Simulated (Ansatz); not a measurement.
The system is MoS2.

```xyz
6
Lattice="3.1690 0.0000 0.0000 -1.5845 2.7444 0.0000 0.0000 0.0000 12.3240" Properties=species:S:1:pos:R:3 pbc="T T T"
Mo    1.5845    0.9148    9.2430
Mo    0.0000    1.8296    3.0810
S     1.5845    0.9148    4.6461
S     0.0000    1.8296   10.8081
S     1.5845    0.9148    1.5159
S     0.0000    1.8296    7.6779
```

Base run:

- Program: Ansatz 0.2.0
- Functional: BLYP
- Potentials or basis: Ansatz PAW
- Cutoff: 420 eV (not typed: the program's choice for these potentials)
- k mesh: 10 × 10 × 3
- Occupations: fermi-dirac, width 0.05 eV
- Spin: no spin polarisation

Its results: band gap on the k mesh 0.94 eV, indirect (least direct gap 1.86 eV); pressure 9.4 GPa.

Task: The run is repeated on the same cell with these changes: functional from BLYP to RPBE. What comes out?

Result: Band gap on the k mesh 0.97 eV, indirect (least direct gap 1.87 eV); pressure 4.7 GPa.

Caveats: this functional lacks dispersion, which binds the layers, so the pressure and a relaxed spacing across them are unreliable; the PAW data sets come from PBE, with cores solved anew for the run's functional, which leaves a small shift of forces and pressure.

A k mesh can miss the band edges.
